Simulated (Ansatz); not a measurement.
**Eigenvalues along a path: Se (omega type)**

```
Se
1.0
     5.20142    0.00000    0.00000
    -2.60071    4.50457    0.00000
     0.00000    0.00000    2.69354
Se
3
Direct
  0.00000 0.00000 0.00000
  0.33333 0.66667 0.50000
  0.66667 0.33333 0.50000
```

The cell comes from a relaxation on PAW files under the same functional, begun from a prototype that needn't be the stable phase.

All numbers are PBE results (scalar-relativistic) from Ansatz 0.2.0, with a Γ-centred 8×8×11 k mesh, Fermi–Dirac smearing of 0.08 eV, no spin polarisation. Methods: LAPW: all electrons, basis error target 1 meV/atom.

Path points, in fractions of the reciprocal vectors: Γ (0.000, 0.000, 0.000), M (0.500, 0.000, 0.000), K (0.333, 0.333, 0.000), A (0.000, 0.000, 0.500), L (0.500, 0.000, 0.500), H (0.333, 0.333, 0.500). Levels in eV from the Fermi level; bands 28 to 42, counted from the lowest band of the run. The gap is zero, the pressure 0.00 GPa.

```
# k(1/Å) point b28 b29 b30 b31 b32 b33 b34 b35 b36 b37 b38 b39 b40 b41 b42
0.000 Γ -15.96 -13.13 -12.95 -4.99 -4.99 -4.64 -4.64 1.77 1.77 2.80 4.65 4.91 8.63 9.12 11.82
0.100 - -15.93 -13.17 -12.98 -5.27 -5.20 -4.30 -4.25 1.55 1.72 2.82 4.63 4.89 8.77 9.21 11.55
0.199 - -15.85 -13.27 -13.06 -5.61 -5.33 -3.79 -3.58 0.95 1.57 2.89 4.57 4.84 9.00 9.53 10.98
0.299 - -15.71 -13.45 -13.17 -5.91 -5.26 -3.22 -2.79 0.15 1.32 3.00 4.48 4.77 9.13 9.97 10.10
0.399 - -15.52 -13.70 -13.28 -6.14 -5.00 -2.61 -1.96 -0.73 0.96 3.14 4.36 4.68 8.54 9.57 9.96
0.498 - -15.28 -14.00 -13.36 -6.31 -4.57 -1.97 -1.63 -1.15 0.49 3.32 4.19 4.62 7.44 9.69 9.79
0.598 - -15.01 -14.32 -13.41 -6.41 -3.99 -2.48 -1.32 -0.53 -0.06 3.51 3.99 4.58 6.61 9.57 10.07
0.697 M -14.80 -14.55 -13.43 -6.44 -3.42 -3.14 -0.70 -0.64 -0.28 3.66 3.85 4.56 6.30 9.56 9.93
0.755 - -14.80 -14.55 -13.45 -6.40 -3.47 -3.20 -0.65 -0.59 -0.27 3.66 3.85 4.55 6.31 9.35 9.62
0.812 - -14.77 -14.53 -13.51 -6.27 -3.60 -3.34 -0.52 -0.46 -0.24 3.68 3.86 4.52 6.35 8.89 9.07
0.870 - -14.74 -14.50 -13.61 -6.07 -3.79 -3.55 -0.35 -0.27 -0.20 3.70 3.88 4.47 6.42 8.36 8.50
0.928 - -14.68 -14.46 -13.74 -5.80 -4.02 -3.78 -0.16 -0.15 -0.08 3.73 3.90 4.40 6.52 7.87 7.97
0.985 - -14.62 -14.42 -13.88 -5.47 -4.25 -4.03 -0.07 0.00 0.08 3.78 3.92 4.33 6.64 7.44 7.53
1.043 - -14.54 -14.40 -14.00 -5.09 -4.47 -4.28 0.02 0.10 0.17 3.83 3.92 4.27 6.79 7.13 7.20
1.100 K -14.45 -14.45 -14.05 -4.83 -4.52 -4.52 0.10 0.10 0.19 3.88 3.88 4.25 6.91 7.02 7.02
1.215 - -14.74 -14.24 -13.93 -5.15 -4.95 -3.63 -0.21 -0.20 0.38 3.70 4.02 4.31 7.05 7.15 7.44
1.330 - -15.08 -13.99 -13.73 -5.45 -5.28 -2.57 -0.90 -0.88 0.67 3.47 4.16 4.44 7.69 7.82 7.99
1.445 - -15.38 -13.74 -13.50 -5.64 -5.50 -1.76 -1.74 -1.43 0.98 3.25 4.31 4.58 8.60 8.64 8.83
1.560 - -15.63 -13.51 -13.28 -5.68 -5.58 -2.66 -2.62 -0.32 1.27 3.06 4.44 4.71 9.11 9.38 10.03
1.675 - -15.81 -13.31 -13.10 -5.57 -5.50 -3.49 -3.45 0.70 1.53 2.92 4.55 4.82 9.04 9.58 10.93
1.790 - -15.92 -13.18 -12.99 -5.30 -5.27 -4.20 -4.18 1.47 1.71 2.83 4.62 4.89 8.81 9.24 11.48
1.905 Γ -15.96 -13.13 -12.95 -4.99 -4.99 -4.64 -4.64 1.77 1.77 2.80 4.65 4.91 8.63 9.12 11.82
2.072 - -15.87 -13.04 -12.86 -4.90 -4.90 -4.55 -4.55 1.80 1.80 1.83 3.89 4.14 8.84 10.15 11.83
2.239 - -15.59 -12.78 -12.63 -4.65 -4.65 -4.26 -4.26 -0.08 1.88 1.88 2.21 2.43 9.14 11.08 11.08
2.405 - -15.14 -12.36 -12.25 -4.25 -4.25 -3.79 -3.79 -2.06 0.32 0.50 1.93 1.93 9.31 9.31 9.62
2.572 - -14.53 -11.81 -11.80 -3.84 -3.74 -3.74 -3.15 -3.15 -1.49 -1.37 1.82 1.82 7.55 7.55 9.63
2.739 - -13.80 -11.39 -11.18 -5.22 -3.17 -3.17 -3.05 -3.05 -2.36 -2.36 1.40 1.40 6.05 6.05 8.94
2.905 - -13.06 -11.23 -10.62 -5.95 -4.39 -4.18 -2.70 -2.70 -1.48 -1.48 0.68 0.68 5.01 5.01 8.78
3.072 A -12.67 -11.30 -10.37 -6.03 -5.03 -4.62 -2.50 -2.50 -0.85 -0.85 0.08 0.08 4.62 4.62 8.82
3.171 - -12.64 -11.29 -10.41 -6.05 -5.07 -4.65 -2.54 -2.48 -0.86 -0.81 0.16 0.19 4.69 4.76 8.58
3.271 - -12.58 -11.27 -10.51 -6.11 -5.17 -4.74 -2.64 -2.37 -0.91 -0.69 0.37 0.47 4.91 5.15 8.07
3.371 - -12.48 -11.23 -10.66 -6.18 -5.33 -4.88 -2.77 -2.14 -0.97 -0.49 0.67 0.77 5.25 5.73 7.58
3.470 - -12.35 -11.19 -10.85 -6.25 -5.51 -5.04 -2.90 -1.80 -1.04 -0.24 0.94 0.99 5.69 6.34 7.34
3.570 - -12.20 -11.16 -11.04 -6.30 -5.66 -5.19 -3.00 -1.36 -1.10 0.03 0.89 1.30 6.18 6.63 7.46
3.670 - -12.05 -11.22 -11.13 -6.34 -5.77 -5.29 -3.06 -1.13 -0.93 0.24 0.66 1.52 6.50 6.63 7.59
3.769 L -11.99 -11.30 -11.12 -6.35 -5.80 -5.33 -3.08 -1.15 -0.70 0.32 0.49 1.60 6.40 6.84 7.51
3.827 - -11.98 -11.31 -11.12 -6.34 -5.82 -5.35 -3.03 -1.12 -0.72 0.31 0.44 1.64 6.19 7.08 7.55
3.884 - -11.96 -11.33 -11.12 -6.32 -5.87 -5.41 -2.90 -1.03 -0.77 0.26 0.29 1.74 5.87 7.47 7.67
3.942 - -11.92 -11.37 -11.11 -6.28 -5.94 -5.50 -2.69 -0.89 -0.84 0.09 0.20 1.86 5.58 7.86 7.87
3.999 - -11.87 -11.42 -11.11 -6.22 -6.01 -5.61 -2.43 -0.93 -0.72 -0.13 0.11 1.98 5.34 8.10 8.26
4.057 - -11.81 -11.48 -11.10 -6.15 -6.06 -5.73 -2.17 -1.00 -0.54 -0.37 0.00 2.07 5.15 8.39 8.61
4.114 - -11.73 -11.56 -11.10 -6.10 -6.06 -5.85 -1.96 -0.99 -0.60 -0.38 -0.11 2.13 5.03 8.65 8.75
4.172 H -11.65 -11.65 -11.10 -6.11 -5.96 -5.96 -1.89 -0.84 -0.84 -0.23 -0.23 2.15 4.99 8.78 8.78
4.287 - -11.84 -11.45 -11.11 -6.14 -6.06 -5.73 -2.05 -1.27 -0.47 -0.22 -0.08 2.06 5.15 8.32 8.63
4.402 - -12.05 -11.21 -11.13 -6.24 -5.91 -5.48 -2.29 -1.66 -0.68 -0.11 0.41 1.78 5.49 7.60 8.06
4.517 - -12.25 -11.17 -10.97 -6.25 -5.69 -5.21 -2.50 -1.97 -0.83 -0.27 0.80 1.36 5.64 7.06 7.22
4.632 - -12.42 -11.21 -10.74 -6.20 -5.44 -4.97 -2.61 -2.21 -0.90 -0.47 0.81 0.89 5.37 6.10 7.34
4.747 - -12.55 -11.26 -10.55 -6.13 -5.22 -4.78 -2.62 -2.38 -0.90 -0.66 0.47 0.55 4.99 5.32 7.88
4.862 - -12.64 -11.29 -10.42 -6.06 -5.08 -4.66 -2.55 -2.47 -0.87 -0.80 0.18 0.22 4.72 4.80 8.51
4.977 A -12.67 -11.30 -10.37 -6.03 -5.03 -4.62 -2.50 -2.50 -0.85 -0.85 0.08 0.08 4.62 4.62 8.82
```
